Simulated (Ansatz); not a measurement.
# CoO (Fm-3m) in Ansatz: a series of runs

Aim: see how the results for CoO move with the level of theory and the settings. Levels: PBE, PBE+D3(BJ), BLYP. Tasks: single point, relaxation of cell and atoms.

Program: Ansatz 0.2.0. These are calculated values, not measurements. Logs are shortened: lines on timing, memory, paths and dates and some standing lists are left out, and cuts for length are marked.

## 1. The structure

It takes space group Fm-3m (No. 225, cubic). Conventional cell: a = 4.263 Å, b = 4.263 Å, c = 4.263 Å, α = 90.00°, β = 90.00°, γ = 90.00°. Around Co (site symmetry m-3m) lie 6 O at 2.13 Å. O (site symmetry m-3m) is surrounded by 6 Co at 2.13 Å.

## 2. Single point, PBE, collinear spin, ferromagnetic start

input.yaml reads:

```yaml
crystal:
  lattice:
    - [0.0, 2.1315, 2.1315]
    - [2.1315, 0.0, 2.1315]
    - [2.1315, 2.1315, 0.0]
  atoms:
    - { symbol: Co, position: [0.0, 0.0, 0.0], spin: 2.0 }
    - { symbol: O, position: [0.5, 0.5, 0.5] }
hamiltonian:
  xc: pbe
  pseudopotentials: { kind: paw }
magnetization:
  spin_polarized: true
kpoints:
  mp_grid: { grid: [11, 11, 11] }
scf:
  occupations: { method: gaussian, width: 0.028 }
output:
  forces: true
  stress: true
  eigenvalues: true
```

Potentials or basis: Ansatz PAW.

Command:

```console
> ansatz run input.yaml --threads 2 --pin off --max-ram 5632MiB --backend cpu --events-out ev --progress --plain --runs-dir out
```

What it wrote:

```text
Warning: RAYON_NUM_THREADS=2 ignored (pool sized by the plan → 2); use --threads N
Engine: ansatz 0.2.0, x86_64-unknown-linux-gnu
Pseudopotentials: kind: paw
Pseudopotential: Co, paw, valence charge 17, recommended cutoff 420 eV (normal), Co.paw.azcp
Pseudopotential: O, paw, valence charge 6, recommended cutoff 420 eV (normal), O.paw.azcp
Functional definition: PBE
  parameter kappa = 0.804
  parameter beta = 0.06672455060314922
  exchange = pbe_x(kappa = kappa, mu = beta*pi^2/3)
  correlation = pbe_c(beta = beta)
Crystal: 2 atoms, lattice volume = 19.368 Å³
Basis set: ecut = 420 eV, 339 PW (Γ), exchange–correlation on 48×48×48 points (8 copies of the dense FFT grid, shifted against one another)
Bands: 17, of which v1, the nominal top of the filled ones, is band 12 counted from 1 (11 counted from 0)
Symmetry: 48 space group operations
Space group: Fm-3m (ITA 225), of the structure as read, at distance tolerance 2.7e-5 Å
Magnetic group: BNS 225.116 (UNI 1618), of the structure as read, at distance tolerance 2.7e-5 Å
k-points: 56 of 1331
Non-local potential: Co, projectors of the file, l = 0: 3, l = 1: 2, l = 2: 3, l = 3: 1
Non-local potential: O, projectors of the file, l = 0: 2, l = 1: 2, l = 2: 1
PAW form: soft (Blöchl's): semilocal exchange-correlation on the pseudo side does not see the compensation charge
PAW one-centre angular grid: Co, 590 points (default); XC on 64 Gauss nodes
PAW one-centre angular grid: O, 110 points (default); XC on 64 Gauss nodes
Initial density: superposition of atomic densities (chi_scale 0.1, normalization cell, long waves kept (reshape's long-wave potential 0.00 eV rms))
Starting moments: Σ|m| = 2 μB on 1 of 2 sites
Initial wavefunctions: pseudopotential atomic-orbital guess
Functional: x = pbe(κ = 0.804, μ = 0.2195149727645171), c = pbe(β = 0.06672455060314922)
SCF iter   1: F=—  HF=-5691.153571 eV  |F-HF|=—  |Δ(HF+E_count)|=         —  Δρ=1.16e-1 (↑1.16e-1 ↓9.89e-2)  dr2=6.18e0  dr2_m=1.52e-1  M=2.113 μB ∫|m|=2.113 μB  β_m=0.30  ethr=3.10e-3  ⟨swp⟩=5.0  Hψ=8460  notcnv=0
Mixer restart at iter 1: flushing history
preconditioner: auto → none  [metal: Δε(μ)=0.002 eV  Ē_g=13.079 eV  σ=0.028 eV  W_gap=0.04  n_scr=8 (ndim 8)  ℏωp=32.7 eV  f_vac=0.000  D(μ)=7.02/eV (n_scr^D=168)  sad-step TF]
SCF iter   2: F=—  HF=-5691.882376 eV  |F-HF|=—  |Δ(HF+E_count)|=   7.29e-1  Δρ=9.86e-2 (↑9.86e-2 ↓7.58e-2)  dr2=4.82e-1  dr2_m=1.22e0  M=2.802 μB ∫|m|=2.803 μB  β_m=0.37  ethr=3.10e-3  ⟨swp⟩=3.0  Hψ=4753  notcnv=0  defer=86
SCF iter   3: F=—  HF=-5692.114453 eV  |F-HF|=—  |Δ(HF+E_count)|=   2.32e-1  Δρ=8.70e-2 (↑6.38e-2 ↓8.70e-2)  dr2=1.49e-1  dr2_m=9.38e-1  M=3.000 μB ∫|m|=3.003 μB  β_m=0.37  ethr=2.09e-3  ⟨swp⟩=2.2  Hψ=3369  notcnv=0  defer=72
SCF iter   4: F=—  HF=-5691.911669 eV  |F-HF|=—  |Δ(HF+E_count)|=         —  Δρ=3.26e-2 (↑3.26e-2 ↓2.97e-2)  dr2=1.49e-1  dr2_m=1.27e-1  M=2.815 μB ∫|m|=2.821 μB  β_m=0.69  ethr=6.49e-4  ⟨swp⟩=2.2  Hψ=3730  notcnv=0  defer=81
Mixer restart at iter 4: flushing history
SCF iter   5: F=—  HF=-5692.074069 eV  |F-HF|=—  |Δ(HF+E_count)|=   1.62e-1  Δρ=4.83e-2 (↑2.31e-2 ↓4.83e-2)  dr2=3.70e-1  dr2_m=1.29e-1  M=3.000 μB ∫|m|=3.012 μB  β_m=0.65  ethr=6.49e-4  ⟨swp⟩=3.1  Hψ=4214  notcnv=0  defer=81
SCF iter   6: F=—  HF=-5692.101978 eV  |F-HF|=—  |Δ(HF+E_count)|=   2.79e-2  Δρ=1.68e-2 (↑1.68e-2 ↓1.24e-2)  dr2=8.71e-2  dr2_m=5.44e-3  M=2.867 μB ∫|m|=2.878 μB  β_m=0.61  ethr=6.49e-4  ⟨swp⟩=3.6  Hψ=4781  notcnv=0  defer=81
SCF iter   7: F=—  HF=-5692.102752 eV  |F-HF|=—  |Δ(HF+E_count)|=   7.74e-4  Δρ=7.49e-3 (↑4.03e-3 ↓7.49e-3)  dr2=1.00e-2  dr2_m=2.14e-3  M=2.920 μB ∫|m|=2.934 μB  β_m=0.51  ethr=3.79e-4  ⟨swp⟩=2.3  Hψ=3902  notcnv=0  defer=70
SCF iter   8: F=—  HF=-5692.100149 eV  |F-HF|=—  |Δ(HF+E_count)|=   2.60e-3  Δρ=4.87e-3 (↑3.03e-3 ↓4.87e-3)  dr2=6.07e-4  dr2_m=2.58e-3  M=2.961 μB ∫|m|=2.976 μB  β_m=0.75  ethr=4.35e-5  ⟨swp⟩=2.1  Hψ=2868  notcnv=0  defer=70
SCF iter   9: F=—  HF=-5692.099798 eV  |F-HF|=—  |Δ(HF+E_count)|=   3.51e-4  Δρ=6.36e-4 (↑6.36e-4 ↓6.25e-4)  dr2=1.99e-4  dr2_m=1.29e-5  M=2.978 μB ∫|m|=2.994 μB  β_m=0.81  ethr=2.64e-6  ⟨swp⟩=2.0  Hψ=2823  notcnv=0  defer=70
SCF iter  10: F=—  HF=-5692.099965 eV  |F-HF|=—  |Δ(HF+E_count)|=   1.67e-4  Δρ=6.27e-4 (↑4.78e-4 ↓6.27e-4)  dr2=4.20e-6  dr2_m=5.22e-5  M=2.980 μB ∫|m|=2.996 μB  β_m=0.91  ethr=8.65e-7  ⟨swp⟩=2.0  Hψ=2693  notcnv=0  defer=70
SCF iter  11: F=—  HF=-5692.099987 eV  |F-HF|=—  |Δ(HF+E_count)|=   2.20e-5  Δρ=2.20e-4 (↑1.64e-4 ↓2.20e-4)  dr2=5.36e-7  dr2_m=6.30e-6  M=2.981 μB ∫|m|=2.998 μB  β_m=0.95  ethr=1.82e-8  ⟨swp⟩=1.6  Hψ=2499  notcnv=0  defer=70
SCF iter  12: F=—  HF=-5692.099987 eV  |F-HF|=—  |Δ(HF+E_count)|=   3.95e-8  Δρ=5.28e-5 (↑4.53e-5 ↓5.28e-5)  dr2=4.71e-8  dr2_m=4.07e-7  M=2.981 μB ∫|m|=2.998 μB  β_m=0.98  ethr=2.33e-9  ⟨swp⟩=2.2  Hψ=3020  notcnv=0  defer=70
SCF iter  13: F=-5692.099987 eV  HF=-5692.099987 eV  |F-HF|=2.70e-9  |Δ(HF+E_count)|=   1.61e-8  Δρ=3.52e-6 (↑6.99e-7 ↓3.52e-6)  dr2=3.04e-9  dr2_m=3.56e-10  M=2.981 μB ∫|m|=2.998 μB  ethr=2.05e-10  ⟨swp⟩=4.5  Hψ=7297  notcnv=0
SCF 1 converged in 13 iterations: F = -5692.099987 eV  dr2 = 3.04e-9
SCF converged after 13 iterations
Magnetization: 2.9813 μB (12.9907 up, 10.0093 down)
Absolute magnetization: 2.9982 μB (∫|ρ↑−ρ↓|, with the PAW one-centre terms)
Spin contamination: 0.0067 ħ² per cell (⟨S²⟩ above its minimum at these occupations)
Per-site moments (μB) at R_I (Å): [(2.5268798767872487, 0.87924375), (0.3389537110969434, 0.87924375)]
Free energy (F): -5692.099987 eV
Harris-Foulkes:  -5692.099987 eV  (|F-HF|=2.70e-9)
Internal energy: -5692.098617 eV  (E = F + TS)
E sigma→0 (E₀):  -5692.099302 eV
Entropy (-TS):   -0.001370 eV (-0.685 meV/atom)
Fermi energy:    13.861207 eV
--- Per-component energies (eV) ---
  E_band       = -306.408084
  E_kinetic    = 617.303332
  E_local      = -3436.706959  (includes V_loc(G=0)·N_el)
  E_nonlocal   = 514.162886
  E_hartree    = 1410.672144
  E_xc         = -228.580701
  E_vxc        = -293.754161  (∫ρ·V_xc dr)
  E_paw        = -1676.886766  (= ΣΔE_a)
  E_vpaw       = -528.757410  (= ΣTr[D̂ρ^β])
  E_aug_tail   = 0.002513  (compensation charges beyond the density's cutoff)
  E_ewald      = -2892.065066
  E_smearing   = -0.001370  (= −TS)
  E_closure    = -0.000000  (closes the sum)
  Σ components = -5692.099987   (vs F -5692.099987, Δ=0.00e0)
--- Forces (eV/Å), atoms counted from 1 ---
  atom   1  Co    -0.00000000     0.00000000    -0.00000000
  atom   2  O      0.00000000     0.00000000     0.00000000
  max |Σ_I F_I| component: 1.28e-29 eV/Å
--- Stress (GPa, compression-positive) ---
       -1.610648      -0.000000      -0.000000
       -0.000000      -1.610648       0.000000
        0.000000      -0.000000      -1.610648
  P = ⅓ Tr σ = -1.6106 GPa (-16.106 kbar)
--- Band table (eV; the first three rows and the last of 112) ---
  k-point 0 ↑: bands = ["-83.0753", "-46.3382", "-46.3382", "-46.3382", "-6.3875", "10.5322", "10.5322", "10.6844", "10.6844", "10.6844", "10.7246", "10.7246", "10.7246", "14.7375", "30.5654", "31.8272", "31.8272"]
  k-point 1 ↑: bands = ["-83.0751", "-46.3411", "-46.3386", "-46.3386", "-6.3020", "9.7874", "9.7874", "9.8040", "10.7573", "10.7573", "11.0688", "11.4835", "11.4835", "15.3217", "28.9255", "31.5124", "31.5124"]
  k-point 2 ↑: bands = ["-83.0744", "-46.3490", "-46.3396", "-46.3396", "-6.0636", "8.5376", "9.0545", "9.0545", "10.9082", "10.9082", "11.2765", "12.3064", "12.3064", "16.5217", "26.7392", "30.3845", "30.3845"]
  k-point 55 ↓: bands = ["-79.9647", "-43.3285", "-43.3265", "-43.3148", "-4.4313", "8.1148", "8.1747", "8.9961", "13.3392", "13.5914", "13.9933", "14.8128", "15.5339", "22.7444", "24.0977", "24.2051", "27.4230"]
```

Wall time 2.2 s (2 threads of Intel Xeon Platinum 8488C (Sapphire Rapids), shared host); peak memory 0.37 GiB.

Results:

* Free energy: -5692.1000 eV
* Pressure: -1.6 GPa
* Band gap on the k mesh: none (metal or under the smearing width)
* Net moment: 2.98 μB per cell
* Absolute moment: 3.00 μB per cell
* Site moments: Co +2.53; O +0.34 μB

Caveat: the pressure holds a Pulay correction of +0.7 GPa for the finite cutoff; a cell with one magnetic atom can't hold antiferromagnetic order, which such compounds often take; semilocal functionals often make such compounds metallic where correlation or magnetic order opens a gap, which also shifts bond lengths. With open d or f shells a metallic result of PBE can be an artefact of self-interaction; +U or a hybrid may open a gap.

(Part 1 of 2 ends here.)
